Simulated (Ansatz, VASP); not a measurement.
GaAs in VASP and in Ansatz

```xyz
2
Lattice="0.0000 2.8727 2.8727 2.8727 0.0000 2.8727 2.8727 2.8727 0.0000" Properties=species:S:1:pos:R:3 pbc="T T T"
Ga    0.0000    0.0000    0.0000
As    1.4363    1.4363    1.4363
```

Alike in both runs: functional PBE; k mesh 12 × 12 × 12; occupations gaussian, width 0.02 eV; no spin polarisation.

Ansatz relaxed the structure, and its values are those at the end. VASP's run is a single point on that final structure, the one shown.

|  | VASP | Ansatz |
| --- | --- | --- |
| version | VASP 6.6.1 | Ansatz 0.2.0 |
| potentials or method | VASP PAW PBE potentials, release 64 (Ga_d, As) | scalar-relativistic, plane waves, PAW |
| plane-wave cutoff (eV) | 520 | 420 |
| valence electrons in the cell | 18 | 28 |

|  | VASP | Ansatz | Ansatz less VASP |
| --- | --- | --- | --- |
| gap on the k mesh at the Fermi level (eV) | 0.16 | 0.16 | -0.003 |
| least direct gap on the mesh (eV) | 0.16 | 0.16 | -0.003 |
| pressure (GPa) | 0.2 | 0.0 | -0.15 |

The two sets of potentials don't hold the same shells in valence.
